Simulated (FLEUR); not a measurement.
# WC (Fm-3m) in FLEUR: convergence with k mesh

Aim: find how far k mesh must go before the results for WC settle, at PBE. This setting moves, with any that are tied to it; all else stays.

Everything below comes from runs of FLEUR MaX-R8.1 (later development tree). Logs are shortened: lines on timing, memory, paths and dates and some standing lists are left out, and cuts for length are marked.

### Step 1. The crystal as given

It takes space group Fm-3m (No. 225, cubic). Conventional cell: a = 4.385 Å, b = 4.385 Å, c = 4.385 Å, α = 90.00°, β = 90.00°, γ = 90.00°. Around W (site symmetry m-3m) lie 6 C at 2.19 Å. C (site symmetry m-3m) has 6 W at 2.19 Å as nearest neighbours.

Measurements of this composition are mostly on another form, of space group No. 187.

### Step 2. With k mesh 2 × 2 × 2

inp.xml

```xml
<?xml version="1.0" encoding="UTF-8" standalone="no"?>
<fleurInput fleurInputVersion="0.39">
   <comment>
      WC                                                                                                  
   </comment>
   <calculationSetup>
      <cutoffs Kmax="4.97" Gmax="15.4" GmaxXC="15.4" numbands="0"/>
      <scfLoop itmax="60" minDistance="0.00001" maxIterBroyd="15" imix="Anderson" alpha="0.05" precondParam="0.0" spinf="2.0" sdNocoIR="T"/>
      <coreElectrons ctail="T" frcor="F" kcrel="0" coretail_lmax="0"/>
      <xcFunctional name="pbe" relativisticCorrections="F"/>
      <magnetism jspins="1"/>
      <soc l_soc="F" theta="0.0" phi="0.0" spav="F"/>
      <expertModes spex="0" secvar="F"/>
      <geometryOptimization l_f="T" forcealpha="1.0" forcemix="BFGS" epsdisp="0.0005" epsforce="0.0002"/>
      <ldaU l_linMix="F" mixParam="0.05" spinf="1.0"/>
   </calculationSetup>
   <cell>
      <bzIntegration valenceElectrons="32.0" mode="hist" fermiSmearingEnergy="0.00183747">
         <kPointListSelection listName="default-1"/>
         <!-- k-points included here -->
         <xi:include xmlns:xi="http://www.w3.org/2001/XInclude" href="kpts.xml"> </xi:include>
      </bzIntegration>
      <!-- symmetry operations included here -->
      <xi:include xmlns:xi="http://www.w3.org/2001/XInclude" href="sym.xml"> </xi:include>
      <bulkLattice scale="1.0">
         <bravaisMatrix>
            <row-1>    0.0000000000000000     4.1435722377924256     4.1435722377924256</row-1>
            <row-2>    4.1435722377924256     0.0000000000000000     4.1435722377924256</row-2>
            <row-3>    4.1435722377924256     4.1435722377924256     0.0000000000000000</row-3>
         </bravaisMatrix>
      </bulkLattice>
   </cell>
   <atomSpecies>
      <species name="Tungsten (W)" element="W" atomicNumber="74">
         <mtSphere radius="2.35" gridPoints="783" logIncrement="0.017"/>
         <atomicCutoffs lmax="9" lnonsphr="9"/>
         <electronConfig flipSpins="F">
            <coreConfig>(1s1/2) (2s1/2) (2p1/2) (2p3/2) (3s1/2) (3p1/2) (3p3/2) (4s1/2) (3d3/2) (3d5/2) (4p1/2) (4p3/2) (4d3/2) (4d5/2)</coreConfig>
            <valenceConfig>(5s1/2) (5p1/2) (5p3/2) (6s1/2) (4f5/2) (4f7/2) (5d3/2) (5d5/2)</valenceConfig>
            <stateOccupation state="(5d3/2)" spinUp="0.800000" spinDown="0.800000"/>
            <stateOccupation state="(5d5/2)" spinUp="1.200000" spinDown="1.200000"/>
         </electronConfig>
         <energyParameters s="6" p="6" d="5" f="4"/>
         <lo type="SCLO" l="0" n="5" eDeriv="0"/>
         <lo type="SCLO" l="1" n="5" eDeriv="0"/>
         <lo type="SCLO" l="2" n="5" eDeriv="2"/>
         <lo type="SCLO" l="3" n="4" eDeriv="2"/>
      </species>
      <species name="Carbon (C)" element="C" atomicNumber="6">
         <mtSphere radius="1.45" gridPoints="487" logIncrement="0.021"/>
         <atomicCutoffs lmax="8" lnonsphr="8"/>
         <electronConfig flipSpins="F">
            <coreConfig>(1s1/2)</coreConfig>
            <valenceConfig>(2s1/2) (2p1/2) (2p3/2)</valenceConfig>
            <stateOccupation state="(2p1/2)" spinUp="0.333333" spinDown="0.333333"/>
            <stateOccupation state="(2p3/2)" spinUp="0.666667" spinDown="0.666667"/>
         </electronConfig>
         <energyParameters s="2" p="2" d="3" f="4"/>
         <lo type="SCLO" l="0" n="2" eDeriv="2"/>
         <lo type="SCLO" l="1" n="2" eDeriv="2"/>
         <lo type="SCLO" l="2" n="3" eDeriv="2"/>
      </species>
   </atomSpecies>
   <atomGroups>
      <atomGroup species="Tungsten (W)">
         <relPos label="                   1">.0000000000 .0000000000 .0000000000</relPos>
         <force calculate="T" relaxXYZ="TTT"/>
      </atomGroup>
      <atomGroup species="Carbon (C)">
         <relPos label="                   2">1.000/2.000 1.000/2.000 1.000/2.000</relPos>
         <force calculate="T" relaxXYZ="TTT"/>
      </atomGroup>
   </atomGroups>
   <output dos="F" band="F" slice="F">
      <checks vchk="F" cdinf="F"/>
      <bandDOS minEnergy="-.5*Htr" maxEnergy="0.5*Htr" sigma="0.015" storeEVData="T"/>
      <vacuumDOS vacdos="F" integ="F" star="F" nstars="0" locx1="0.0" locy1="0.0" locx2="0.0" locy2="0.0" nstm="0" tworkf="0.0"/>
      <unfoldingBand unfoldBand="F" supercellX="1" supercellY="1" supercellZ="1"/>
      <plotting iplot="0" polar="F">
         <plot TwoD="T" vec1="  1.0  0.0  0.0" vec2="  0.0  1.0  0.0" vec3="  0.0  0.0  1.0" zero="  0.0  0.0  0.0" file="plot"/>
      </plotting>
      <chargeDensitySlicing numkpt="0" minEigenval="0.0" maxEigenval="0.0" nnne="0" pallst="F"/>
      <specialOutput eonly="F"/>
      <moessbauerParams electricFieldGradient="T" isomerShift="T" coreHyperfine="T" valenceHyperfine="T"/>
      <magneticCircularDichroism mcd="F" energyLo="-10.0" energyUp="0.0"/>
   </output>
  <!-- We include the file relax.xml here to enable relaxations (see documentation) -->
  <xi:include xmlns:xi="http://www.w3.org/2001/XInclude" href="relax.xml"> <xi:fallback/> </xi:include>
</fleurInput>
```

crystal.txt

```
WC
&input cartesian=F /
0.0000000000  2.1926840000  2.1926840000
2.1926840000  0.0000000000  2.1926840000
2.1926840000  2.1926840000  0.0000000000
1.8897261246
1.0 1.0 1.0

2
74 0.0000000000  0.0000000000  0.0000000000
6 0.5000000000  0.5000000000  0.5000000000

&kpt div1=2 div2=2 div3=2 gamma=T /
```

Potentials or basis: all-electron, FLAPW.

Launch:

```console
> inpgen -f crystal.txt -profile fastHighL
> # inp.xml edited to the form shown
> fleur_MPI
```

Run time: 17 s. Hardware: 1 thread of Arm Neoverse V1, shared host; peak memory 0.06 GiB.

Results:

| Property | Result |
| --- | --- |
| Free energy | -440937.4397 eV |
| Band gap on the k mesh | none (metal or under the smearing width) |
| Valence electrons inside the program's atomic spheres | W 25.31; C 2.41 (radii W 2.35, C 1.45 bohr) |

### Step 3. With k mesh 4 × 4 × 4

inp.xml is that of step 2.

Changes to crystal.txt since step 2:

```diff
@@ -12,2 +12,2 @@
 
-&kpt div1=2 div2=2 div3=2 gamma=T /
+&kpt div1=4 div2=4 div3=4 gamma=T /
```

Potentials or basis: all-electron, FLAPW.

Launch:

```console
> inpgen -f crystal.txt -profile fastHighL
> # inp.xml edited to the form shown
> fleur_MPI
```

Wall time 20 s (1 thread of Arm Neoverse V1, shared host); peak memory 0.06 GiB.

Results:

- Free energy: -440939.4353 eV
- Band gap on the k mesh: none (metal or under the smearing width)
- Valence electrons inside the program's atomic spheres: W 25.53; C 2.29 (radii W 2.35, C 1.45 bohr)

### Step 4. With k mesh 6 × 6 × 6

inp.xml is that of step 3.

Changes to crystal.txt since step 3:

```diff
@@ -12,2 +12,2 @@
 
-&kpt div1=4 div2=4 div3=4 gamma=T /
+&kpt div1=6 div2=6 div3=6 gamma=T /
```

Launch:

```console
> inpgen -f crystal.txt -profile fastHighL
> # inp.xml edited to the form shown
> fleur_MPI
```

It took 32 s on 1 thread of Arm Neoverse V1, shared host; peak memory 0.06 GiB.

Results:

```yaml
Free_energy: -440939.2607 eV
Band_gap_on_the_k_mesh: none (metal or under the smearing width)
Valence_electrons_inside_the_program's_atomic_spheres: W 25.53; C 2.30 (radii W 2.35, C 1.45 bohr)
```

### Step 5. With k mesh 7 × 7 × 7

inp.xml is that of step 4.

Changes to crystal.txt since step 4:

```diff
@@ -12,2 +12,2 @@
 
-&kpt div1=6 div2=6 div3=6 gamma=T /
+&kpt div1=7 div2=7 div3=7 gamma=T /
```

Launch:

```console
> inpgen -f crystal.txt -profile fastHighL
> # inp.xml edited to the form shown
> fleur_MPI
```

Run time: 33 s. Hardware: 1 thread of Arm Neoverse V1, shared host; peak memory 0.06 GiB.

Results:

- Free energy: -440939.3393 eV
- Band gap on the k mesh: none (metal or under the smearing width)
- Valence electrons inside the program's atomic spheres: W 25.52; C 2.30 (radii W 2.35, C 1.45 bohr)

### Step 6. With k mesh 8 × 8 × 8

inp.xml is that of step 5.

Changes to crystal.txt since step 5:

```diff
@@ -12,2 +12,2 @@
 
-&kpt div1=7 div2=7 div3=7 gamma=T /
+&kpt div1=8 div2=8 div3=8 gamma=T /
```

Potentials or basis: all-electron, FLAPW.

Launch:

```console
> inpgen -f crystal.txt -profile fastHighL
> # inp.xml edited to the form shown
> fleur_MPI
```

Wall time 47 s (1 thread of Arm Neoverse V1, shared host); peak memory 0.06 GiB.

Results:

```
Free energy                                           : -440939.3032 eV
Band gap on the k mesh                                : none (metal or under the smearing width)
Valence electrons inside the program's atomic spheres : W 25.52; C 2.30 (radii W 2.35, C 1.45 bohr)
```

### Step 7. With k mesh 10 × 10 × 10

inp.xml is that of step 6.

Changes to crystal.txt since step 6:

```diff
@@ -12,2 +12,2 @@
 
-&kpt div1=8 div2=8 div3=8 gamma=T /
+&kpt div1=10 div2=10 div3=10 gamma=T /
```

Launch:

```console
> inpgen -f crystal.txt -profile fastHighL
> # inp.xml edited to the form shown
> fleur_MPI
```

Wall time 71 s (1 thread of Arm Neoverse V1, shared host); peak memory 0.06 GiB.

What came out:

| Property | Result |
| --- | --- |
| Free energy | -440939.3289 eV |
| Band gap on the k mesh | none (metal or under the smearing width) |
| Valence electrons inside the program's atomic spheres | W 25.52; C 2.30 (radii W 2.35, C 1.45 bohr) |

### Step 8. With k mesh 12 × 12 × 12

inp.xml is that of step 7.

Changes to crystal.txt since step 7:

```diff
@@ -12,2 +12,2 @@
 
-&kpt div1=10 div2=10 div3=10 gamma=T /
+&kpt div1=12 div2=12 div3=12 gamma=T /
```

Launch:

```console
> inpgen -f crystal.txt -profile fastHighL
> # inp.xml edited to the form shown
> fleur_MPI
```

It took 92 s on 1 thread of Arm Neoverse V1, shared host; peak memory 0.06 GiB.

What came out:

| Property | Result |
| --- | --- |
| Free energy | -440939.3220 eV |
| Band gap on the k mesh | none (metal or under the smearing width) |
| Valence electrons inside the program's atomic spheres | W 25.52; C 2.30 (radii W 2.35, C 1.45 bohr) |

### Step 9. With k mesh 15 × 15 × 15

inp.xml is that of step 8.

Changes to crystal.txt since step 8:

```diff
@@ -12,2 +12,2 @@
 
-&kpt div1=12 div2=12 div3=12 gamma=T /
+&kpt div1=15 div2=15 div3=15 gamma=T /
```

Potentials or basis: all-electron, FLAPW.

Launch:

```console
> inpgen -f crystal.txt -profile fastHighL
> # inp.xml edited to the form shown
> fleur_MPI
```

Log:

```text
Welcome to FLEUR        (www.flapw.de)
      MaX-Release 8.1          (www.max-centre.eu)

 ========== k-point set info ==========
 Selected k-point list: default-1
 k-point list type: mesh
 15 x 15 x 15
 Number of k points: 120

 ------------Calculation Setup---------------------------
 Number of MPI-tasks      :            1
 Number of PE/node        :            1
 Number of OMP-threads    :            1
 Most efficient MPI parallelization for:
           1           2           3           4           5           6           8          10          12          15          20          24          30          40          60         120
 Additional eigenvalue parallelization possible
 Number of basis functions:          360
 Approximate size of matrices (H+S) per k-point:         0.002 GB
 --------------------------------------------------------
 Iteration:     1   Distance:      27.33046391 me/bohr^3
 Iteration:     2   Distance:      23.12609668 me/bohr^3
 Iteration:     3   Distance:       8.41522423 me/bohr^3
 Iteration:     4   Distance:       7.63206493 me/bohr^3
 Iteration:     5   Distance:       3.51612176 me/bohr^3
 Iteration:     6   Distance:       2.57159406 me/bohr^3
 Iteration:     7   Distance:       0.96044500 me/bohr^3
 Iteration:     8   Distance:       0.83978755 me/bohr^3
 Iteration:     9   Distance:       0.09084626 me/bohr^3
 Iteration:    10   Distance:       0.01825130 me/bohr^3
 Iteration:    11   Distance:       0.00724187 me/bohr^3
 Iteration:    12   Distance:       0.00230693 me/bohr^3
 Iteration:    13   Distance:       0.00236240 me/bohr^3
 Iteration:    14   Distance:       0.00004644 me/bohr^3
 Iteration:    15   Distance:       0.00001288 me/bohr^3
 Iteration:    16   Distance:       0.00001137 me/bohr^3
 Iteration:    17   Distance:       0.00000304 me/bohr^3

 ********************************************************************
 Run finished successfully
 Stop message:
   Structural relaxation: Done
 ********************************************************************
```

It took 2.8 min on 1 thread of Arm Neoverse V1, shared host; peak memory 0.07 GiB.

Results:

```yaml
Free_energy: -440939.3177 eV
Band_gap_on_the_k_mesh: none (metal or under the smearing width)
Valence_electrons_inside_the_program's_atomic_spheres: W 25.52; C 2.30 (radii W 2.35, C 1.45 bohr)
```

### Step 10. Result

| k mesh | energy less the tightest run, at zero smearing (meV/atom) | SCF cycles | CPU time (s) | peak memory (GiB) |
| --- | --- | --- | --- | --- |
| 2 × 2 × 2 | 939.79 | 23 | 17 | 0.06 |
| 4 × 4 × 4 | -58.70 | 18 | 20 | 0.06 |
| 6 × 6 × 6 | 28.64 | 19 | 32 | 0.06 |
| 7 × 7 × 7 | -11.64 | 17 | 33 | 0.06 |
| 8 × 8 × 8 | 8.38 | 18 | 47 | 0.06 |
| 10 × 10 × 10 | -6.20 | 18 | 71 | 0.06 |
| 12 × 12 × 12 | -3.10 | 16 | 92 | 0.06 |
| 15 × 15 × 15 | 0.00 | 18 | 170 | 0.07 |

Not settled before the last step: the energy (to 1 meV/atom). Meshes of other sizes hit other points, so gaps and Fermi surfaces needn't settle smoothly. The tightest run that finished is the yardstick and may itself not be fully converged.
